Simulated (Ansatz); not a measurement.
The cell comes from COD entry 9009006, which wasn't checked; take it as a given geometry. The listed cell was then made from it by scaling, straining or moving an atom.

An input for CdF$_{2}$: DFT, LDA, all-electron LAPW, scalar-relativistic (Ansatz 0.2.0).

Command: `ansatz run input.yaml --threads 1 --pin off --max-ram 4096MiB --backend cpu --events-out ev --progress --plain --runs-dir out` The run took 29 s on 1 thread of Arm Neoverse V2, with other jobs on the host, peak memory 0.43 GiB.

```yaml
crystal:
  lattice:
    - [0.05388, 2.72094, 2.72094]
    - [2.72094, 0.05388, 2.72094]
    - [2.72094, 2.72094, 0.05388]
  atoms:
    - { symbol: Cd, position: [0.0, 0.0, 0.0] }
    - { symbol: F, position: [0.25, 0.25, 0.25] }
    - { symbol: F, position: [0.75, 0.75, 0.75] }
kpoints:
  mp_grid: { grid: [8, 8, 8] }
  band_path:
    path:
      - [0.0, 0.0, 0.0]
      - [0.5, 0.5, 0.5]
      - [0.2451701269, 0.5, 0.7548298731]
      - [-0.2451701269, 0.2451701269, 0.5]
      - [0.0, 0.0, 0.5]
      - [0.0, 0.0, 0.0]
      - [-0.3725850634, 0.0, 0.3725850634]
      - [0.0, 0.3725850634, 0.6274149366]
      - [0.0, 0.5, 0.5]
    npoints: 5
scf:
  occupations: { method: fermi_dirac, width: 0.02 }
hamiltonian:
  xc: lda
  pseudopotentials: { kind: all_electron, lapw: { basis_error: 0.001 } }
output:
  forces: true
  stress: true
  eigenvalues: true
```

Set-up and iterations as logged by Ansatz (the results part is left out, to be predicted):

```
LAPW: plane waves up to 9.177 Å⁻¹, error target 1.0e-3 eV per atom; small_component_spin mean_spin; F in spheres of 1.043 Å, 7 of its electrons in bands, Dirac shells []; Cd in spheres of 1.275 Å, 30 of its electrons in bands, Dirac shells []
Engine: ansatz 0.2.0
Pseudopotentials: kind: all_electron
Pseudopotential: Cd, LAPW, valence charge 30, Koelling and Harmon's equation, gaussian nucleus
Pseudopotential: F, LAPW, valence charge 7, Koelling and Harmon's equation, gaussian nucleus
Functional definition: SPW92
  exchange = slater_x
  correlation = pw_c
Crystal: 3 atoms, lattice volume = 39.092 Å³
Basis set: ecut = 320.8955340497374 eV, 531 PW (Γ), exchange–correlation at level 2
Bands: 27, of which v1, the nominal top of the filled ones, is band 22 counted from 1 (21 counted from 0)
Symmetry: 12 space group operations
Space group: R-3m (ITA 166), of the structure as read, at distance tolerance 3.4e-5 Å
k-points: 65 of 512
Non-local potential: Cd, projectors of the file, none
Non-local potential: F, projectors of the file, none
Initial density: superposition of atomic densities (chi_scale 0.1, normalization cell, long waves kept (reshape's long-wave potential 0.00 eV rms))
Initial wavefunctions: plane waves of lowest kinetic energy (no species holds an atomic orbital)
Functional: x = slater, c = lda
iter 1 solved again at ethr=4.53e-3 eV; its pass at ethr=1.00e-1 eV (dr2=2.00e0 eV) is discarded
SCF iter   1: F=—  HF=-157509.939254 eV  |F-HF|=—  |Δ(HF+E_count)|=         —  Δρ=6.30e-2  dr2=1.99e0  ethr=4.53e-3  ⟨swp⟩=2.0  Hψ=10930  notcnv=0
iter 2 solved again at ethr=6.95e-5 eV; its pass at ethr=4.53e-3 eV (dr2=3.06e-2 eV) is discarded
SCF iter   2: F=—  HF=-157508.805240 eV  |F-HF|=—  |Δ(HF+E_count)|=    1.13e0  Δρ=1.20e-2  dr2=3.05e-2  ethr=6.95e-5  ⟨swp⟩=2.5  Hψ=9144  notcnv=0
SCF iter   3: F=—  HF=-157508.420588 eV  |F-HF|=—  |Δ(HF+E_count)|=   3.85e-1  Δρ=1.16e-2  dr2=7.13e-2  ethr=6.94e-5  ⟨swp⟩=3.0  Hψ=6248  notcnv=0
SCF iter   4: F=—  HF=-157508.396516 eV  |F-HF|=—  |Δ(HF+E_count)|=   2.41e-2  Δρ=6.14e-4  dr2=8.74e-5  ethr=6.94e-5  ⟨swp⟩=2.0  Hψ=5301  notcnv=0
SCF iter   5: F=—  HF=-157508.395460 eV  |F-HF|=—  |Δ(HF+E_count)|=   1.06e-3  Δρ=4.23e-4  dr2=6.77e-5  ethr=1.99e-7  ⟨swp⟩=3.0  Hψ=5298  notcnv=0
SCF iter   6: F=—  HF=-157508.395374 eV  |F-HF|=—  |Δ(HF+E_count)|=   8.52e-5  Δρ=2.63e-4  dr2=3.52e-5  ethr=1.54e-7  ⟨swp⟩=3.0  Hψ=5321  notcnv=0
SCF iter   7: F=—  HF=-157508.395358 eV  |F-HF|=—  |Δ(HF+E_count)|=   1.66e-5  Δρ=6.21e-5  dr2=1.96e-6  ethr=8.01e-8  ⟨swp⟩=2.0  Hψ=5005  notcnv=0
SCF iter   8: F=-157508.395357 eV  HF=-157508.395357 eV  |F-HF|=4.37e-8  |Δ(HF+E_count)|=   9.23e-7  Δρ=8.01e-6  dr2=3.24e-8  ethr=4.45e-9  ⟨swp⟩=2.0  Hψ=5005  notcnv=0
```

Question: What pressure will this run report?

Answer: -5.53 GPa (positive in compression).

Question: How large will the largest force be?

Answer: 0.031 eV/Å.

Question: Is there a band gap?

Answer: 2.80 eV, indirect from H2 (0.245, 0.5, 0.755) to Γ.
